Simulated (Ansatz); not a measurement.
Reaction (ligand exchange at the Si–C bond): `C[Si](C)(C)C1C=CC=C1` + `C[Si](C)(C)O` → `C[Si](C)(C)O[Si](C)(C)C` + `C1=CCC=C1`

Calculated with Ansatz (gas phase, PBE0-D4/def2-TZVP geometries, no zero-point term in ΔE). CCSD(T)/CBS is the MP2 limit (def2-TZVPP, def2-QZVPP) plus CCSD(T) − MP2 in def2-TZVPP, frozen cores. DFT in def2-TZVPP. B3LYP here is the variant with VWN-RPA as its local correlation; programs differ in this. HSE06 is defined as in plane-wave codes. Each species was taken in one conformer, which may not be the lowest.

```
             level  ΔE (kcal/mol)  difference from CCSD(T)/CBS
       LDA (SPW92)          -20.9                          4.3
            PBE-D4          -21.4                          3.8
         revPBE-D4          -20.5                          4.7
            B97M-V          -26.0                         -0.8
           PBE0-D4          -23.0                          2.2
          B3LYP-D4          -26.2                         -1.0
        r2SCANh-D4          -24.6                          0.6
        r2SCAN0-D4          -25.1                          0.1
          HSE06-D4          -23.0                          2.2
      CAM-B3LYP-D4          -27.8                         -2.6
           ωB97X-V          -25.6                         -0.4
           ωB97M-V          -24.9                          0.3
            B2PLYP          -26.2                         -1.0
          PBE-QIDH          -23.5                          1.7
               PBE          -22.3                          2.9
            revPBE          -23.0                          2.2
              BLYP          -27.0                         -1.8
            r2SCAN          -24.5                          0.7
              PBE0          -23.7                          1.5
             B3LYP          -27.8                         -2.6
           r2SCANh          -24.8                          0.4
           r2SCAN0          -25.2                          0.0
             HSE06          -23.7                          1.5
             BHLYP          -29.9                         -4.7
         CAM-B3LYP          -28.6                         -3.4
           LC-ωPBE          -25.1                          0.1
RPA@PBE/def2-TZVPP          -24.7                          0.5
       HF/def2-SVP          -32.2                         -7.0
      MP2/def2-SVP          -21.0                          4.2
     CCSD/def2-SVP          -25.4                         -0.2
  CCSD(T)/def2-SVP          -23.9                          1.3
     HF/def2-TZVPP          -34.4                         -9.2
SCS-MP2/def2-TZVPP          -24.7                          0.5
   CCSD/def2-TZVPP          -26.7                         -1.5
CCSD(T)/def2-TZVPP          -25.0                          0.2
     HF/def2-QZVPP          -34.8                         -9.6
    MP2/def2-QZVPP          -21.9                          3.3
SCS-MP2/def2-QZVPP          -25.0                          0.2
     MP2/CBS(def2)          -21.8                          3.4
    CCSD/CBS(def2)          -27.0                         -1.8
       CCSD(T)/CBS          -25.2                            0
```

Largest T1 diagnostic among the species: 0.011.

In def2-TZVPP, CCSD(T) changes the Hartree–Fock value by +9.4 kcal/mol (the triples alone add +1.8 kcal/mol) and MP2 by +12.8 kcal/mol. At CCSD(T), def2-SVP lies +1.3 kcal/mol from the extrapolated value and def2-TZVPP +0.2 kcal/mol. From BLYP to BHLYP (50 % exact exchange), in def2-TZVPP and without D4, ΔE moves by −2.9 kcal/mol.

CCSD(T)/CBS has its own doubt, a few kJ/mol and more with outer-core shells, so smaller differences from it don't rank the levels.
